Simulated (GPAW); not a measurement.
A run of GPAW 26.7.0 is set up as follows.

Contents of run.py:

```python
import numpy as np
from ase.dft.bandgap import bandgap
from ase.io import read, write
from ase.units import GPa
from gpaw import GPAW, PW
from gpaw.spinorbit import soc_eigenstates

atoms = read('POSCAR')

calc = GPAW(mode=PW(800),
            xc='mBEEF',
            kpts={'size': (8, 8, 8), 'gamma': True},
            occupations={'name': 'fermi-dirac', 'width': 0.05},
            nbands=11,
            convergence={'density': 1e-05, 'energy': 1e-05},
            maxiter=150,
            txt='gpaw.txt')
atoms.calc = calc
energy = atoms.get_potential_energy()
forces = atoms.get_forces()
stress = atoms.get_stress()
calc.write('gs.gpw')
write('result.traj', atoms)
print(f'Energy: {energy:.6f} eV')
print('Forces (eV/A):')
print(forces.round(4))
print('Stress (GPa):', (stress / GPa).round(3))
print('Fermi level:', round(calc.get_fermi_level(), 4), 'eV')
print(f'Gap: {bandgap(calc)[0]:.4f} eV, direct: {bandgap(calc, direct=True)[0]:.4f} eV')

path = atoms.cell.bandpath('GXWKGLUWLK,UX', npoints=60, eps=1e-4)
bs_calc = calc.fixed_density(kpts=path, symmetry='off', nbands=19,
                             convergence={'bands': 'CBM+6.0', 'eigenstates': 1e-6}, txt='bands.txt')
bs = bs_calc.band_structure()
bs.write('bs.json')
print(f'Gap on the path: {bandgap(bs_calc)[0]:.4f} eV')

soc = soc_eigenstates(bs_calc, theta=90, phi=0, ignore_xc_potential=True)
np.savetxt('soc_bands.dat', soc.eigenvalues(), fmt='%.4f')
mesh = soc_eigenstates('gs.gpw', theta=90, phi=0, ignore_xc_potential=True)
np.savetxt('soc_mesh.dat', mesh.eigenvalues(), fmt='%.4f')
print('Fermi level with spin-orbit coupling:', round(mesh.fermi_level, 4), 'eV')
```

The input POSCAR:

```
BAs
1.0
    0.0000000000      2.3885000000      2.3885000000
    2.3885000000      0.0000000000      2.3885000000
    2.3885000000      2.3885000000      0.0000000000
As B
1 1
Direct
    0.7500000000      0.7500000000      0.7500000000
    0.0000000000      0.0000000000      0.0000000000
```

Potentials or basis: GPAW PAW data sets (gpaw-data 1.2.1), pw.

Run with:

```bash
$ OMP_NUM_THREADS=1 python run.py
```

Task: Predict the band gap on the k mesh.

Result: 1.56 eV, indirect (least direct gap 3.51 eV).

Task: Estimate the band gap along the path.

Result: 1.56 eV, indirect (least direct gap 3.51 eV).

Levels at the corners of the path, in eV from the valence-band top:
| point | band 4 | band 5 | band 6 | band 7 | band 8 | band 9 | band 10 | band 11 | band 12 | band 13 |
| --- | --- | --- | --- | --- | --- | --- | --- | --- | --- | --- |
| Γ | -0.22 | 0.00 | 0.00 | 0.00 | 0.00 | 3.51 | 3.51 | 3.72 | 3.72 | 3.72 |
| X | -8.91 | -4.26 | -4.26 | -4.12 | -4.12 | 1.76 | 1.76 | 1.91 | 1.91 | 12.20 |
| W | -8.44 | -5.64 | -5.49 | -5.26 | -5.24 | 5.76 | 5.77 | 6.61 | 6.61 | 7.24 |
| K | -8.50 | -6.07 | -5.97 | -3.59 | -3.58 | 2.45 | 2.46 | 6.07 | 6.11 | 9.91 |
| Γ | -0.22 | 0.00 | 0.00 | 0.00 | 0.00 | 3.51 | 3.51 | 3.72 | 3.72 | 3.72 |
| L | -9.03 | -1.99 | -1.99 | -1.83 | -1.83 | 3.07 | 3.07 | 5.17 | 5.17 | 5.25 |
| U | -8.50 | -6.07 | -5.97 | -3.59 | -3.58 | 2.45 | 2.46 | 6.07 | 6.11 | 9.91 |
| W | -8.44 | -5.64 | -5.49 | -5.26 | -5.24 | 5.76 | 5.77 | 6.61 | 6.61 | 7.24 |
| L | -9.03 | -1.99 | -1.99 | -1.83 | -1.83 | 3.07 | 3.07 | 5.17 | 5.17 | 5.25 |
| K | -8.50 | -6.07 | -5.97 | -3.59 | -3.58 | 2.45 | 2.46 | 6.07 | 6.11 | 9.91 |
| U | -8.50 | -6.07 | -5.97 | -3.59 | -3.58 | 2.45 | 2.46 | 6.07 | 6.11 | 9.91 |
| X | -8.91 | -4.26 | -4.26 | -4.12 | -4.12 | 1.76 | 1.76 | 1.91 | 1.91 | 12.20 |

Caveat: spin-orbit coupling was added after a scalar SCF, so levels and gaps hold it while energy, forces, pressure and moments don't; this program's spin-orbit splittings come out too wide for heavy elements; the PAW data sets were made with another functional, which shifts forces and pressure a little.
